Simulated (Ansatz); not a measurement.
# CsH: a film clamped to a substrate

Computed with DFT r2SCAN, scalar-relativistic, plane waves, PAW (Ansatz). Cutoff 500 eV, Γ-centred 6×6×6 k-points, Gaussian smearing of 0.05 eV. Spin–orbit coupling is left out, which matters for the heavy elements here. No spin polarisation. Energies are free energies at this smearing, counted from the undisturbed cell; pressure is positive in compression.

The undisturbed cell (relaxed at this level):

```
CELL_PARAMETERS angstrom
0.00000 3.18800 3.18800
3.18800 0.00000 3.18800
3.18800 3.18800 0.00000
ATOMIC_POSITIONS crystal
Cs 0.00000 0.00000 0.00000
H 0.50000 0.50000 0.50000
```

The cell (2 atoms, V0 = 64.80 Å³) is strained by p along both x and y and by q along z, fractional coordinates fixed. τp = (1/V0) ∂E/∂p = (σxx + σyy)(1 + p)(1 + q) and τq = (1/V0) ∂E/∂q = σzz(1 + p)², with tension positive.

```csv
p,q,ΔE (meV/atom),τp (GPa),τq (GPa)
0.000,0.000,0.00,-0.03,-0.01
-0.040,0.000,10.25,-2.68,-0.17
0.040,0.000,7.38,1.73,0.18
0.000,-0.040,4.80,-0.20,-1.26
0.000,0.040,3.31,0.15,0.77
```

Question: Get the second derivatives of the energy density.

Answer: Central differences give A = ∂τp/∂p = 55 GPa (C11 + C22 + 2 C12), C = ∂τq/∂q = 25.4 GPa (C33) and the cross term B = ∂τq/∂p = 4.4 GPa (C13 + C23); ∂τp/∂q = 4.4 GPa must equal B, and any difference shows higher-order terms. Steps this large leave an error of some per cent of A or C in all of these, which can swamp a small B. The ions are clamped. In a cubic crystal C11 = C = 25.4, C12 = B/2 = 2.2 GPa and A should be 2(C11 + C12) = 55 GPa; the bulk modulus is (C11 + 2 C12)/3 = 9.9 GPa.

Question: A film of this crystal grows with z along the normal on a substrate that imposes p. How does its thickness respond, and what does the misfit cost?

Answer: Count p and q from the stress-free cell. A free surface needs τq = 0, so q = −(B/C) p = -0.17 p. The energy density left is (A − B²/C) p²/2 = M p², with the biaxial modulus M = 27.2 GPa; a misfit of 1 % costs 0.55 meV/atom, against 0.56 meV/atom if the thickness were held.

At p = -0.080 the energies along q are 72.1 (q = -0.080), 53.4 (q = -0.040), 46.7 (q = 0.000), 47.8 (q = 0.040), 53.6 (q = 0.080) meV/atom.

Question: Does the linear rule hold at this misfit?

Answer: A parabola through the lowest point and its neighbours has its minimum at q = 0.014, 46.2 meV/atom. With the stress left in the starting cell, τp0 and τq0, linear elasticity gives q = −(τq0 + Bp)/C = 0.014 and E = V0(τp0 p + τq0 q + Ap²/2 + Bpq + Cq²/2)/N = 35.6 meV/atom. The energies differ by more than a tenth, so the quadratic law fails here: the gap holds the anharmonic part, with some error from the wide steps. Cubic terms also shift the vertex of so wide a parabola.